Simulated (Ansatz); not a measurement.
Starting cell, ZrO2 (fluorite):

```yaml
crystal:
  lattice:
    - [0.00000, 2.54467, 2.54467]
    - [2.54467, 0.00000, 2.54467]
    - [2.54467, 2.54467, 0.00000]
  atoms:
    - { symbol: Zr, position: [0.00000, 0.00000, 0.00000] }
    - { symbol: O, position: [0.25000, 0.25000, 0.25000] }
    - { symbol: O, position: [0.75000, 0.75000, 0.75000] }
```

A phonon eigenvector at Γ is frozen into this cell: atom i moves by Q times the vector below, so Q is the largest atomic displacement, in Å. The cell is held. It is one choice among 3 degenerate patterns.

| atom | x | y | z |
|---|---|---|---|
| Zr1 | 0.000 | 0.000 | -0.351 |
| O2 | 0.000 | 0.000 | 1.000 |
| O3 | 0.000 | 0.000 | 1.000 |

Method: r2SCAN (plane waves to 500 eV, PAW, scalar-relativistic; Ansatz, a quantum-chemistry and plane-wave program). k mesh 11×11×11 (Γ-centred), Fermi-Dirac smearing 0.05 eV. This is a high-temperature form of ZrO2. ZrO2 is run without spin polarisation. ZrO2 was relaxed with its symmetry unable to fall. 

```json
[
 {"Q (Å)": "-0.180", "−dE/dQ from forces (eV/Å)": "2.368"},
 {"Q (Å)": "-0.150", "−dE/dQ from forces (eV/Å)": "1.827"},
 {"Q (Å)": "-0.120", "−dE/dQ from forces (eV/Å)": "1.353"},
 {"Q (Å)": "-0.090", "−dE/dQ from forces (eV/Å)": "0.945"},
 {"Q (Å)": "-0.060", "−dE/dQ from forces (eV/Å)": "0.594"},
 {"Q (Å)": "-0.030", "−dE/dQ from forces (eV/Å)": "0.285"},
 {"Q (Å)": "0.000", "−dE/dQ from forces (eV/Å)": "0.000"},
 {"Q (Å)": "0.030", "−dE/dQ from forces (eV/Å)": "-0.285"},
 {"Q (Å)": "0.060", "−dE/dQ from forces (eV/Å)": "-0.594"},
 {"Q (Å)": "0.090", "−dE/dQ from forces (eV/Å)": "-0.945"},
 {"Q (Å)": "0.120", "−dE/dQ from forces (eV/Å)": "-1.353"},
 {"Q (Å)": "0.150", "−dE/dQ from forces (eV/Å)": "-1.827"},
 {"Q (Å)": "0.180", "−dE/dQ from forces (eV/Å)": "-2.368"}
]
```

Task: What harmonic wavenumber does the curvature at Q = 0 give?

Result: 243 cm⁻¹. E″ = 9.38 eV/Å², M = Σ mᵢ|uᵢ|² = 43.2 u, ν̃ = 521.5·√(|E″|/M).

(A displaced cell: forces are minus the slopes of the energy, force constants its curvatures, and phonons follow from these.)
